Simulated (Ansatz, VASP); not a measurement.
## One calculation of Si, two programs

```
Si
1.0
     0.00000    1.90055    1.90055
     1.90055    0.00000    1.90055
     1.90055    1.90055    0.00000
Si
1
Direct
  0.00000 0.00000 0.00000
```

Alike in both runs: functional PBE; dispersion D4; k mesh 17 × 17 × 17; occupations fermi-dirac, width 0.15 eV; no spin polarisation.

Ansatz relaxed the structure, and its values are those at the end. VASP's run is a single point on that final structure, the one shown.

```csv
,VASP,Ansatz
version,VASP 6.6.1,Ansatz 0.2.0
potentials or method,"VASP PAW PBE potentials, release 64 (Si)","plane waves, PAW"
plane-wave cutoff (eV),520,450
valence electrons in the cell,4,4
```

```csv
,VASP,Ansatz,Ansatz less VASP
pressure (GPa),0.0,0.0,+0.05
dispersion energy (meV/atom),-463.9,-464.0,-0.09
```

Caveats: pairwise dispersion overbinds metals, which lowers pressure and volume.
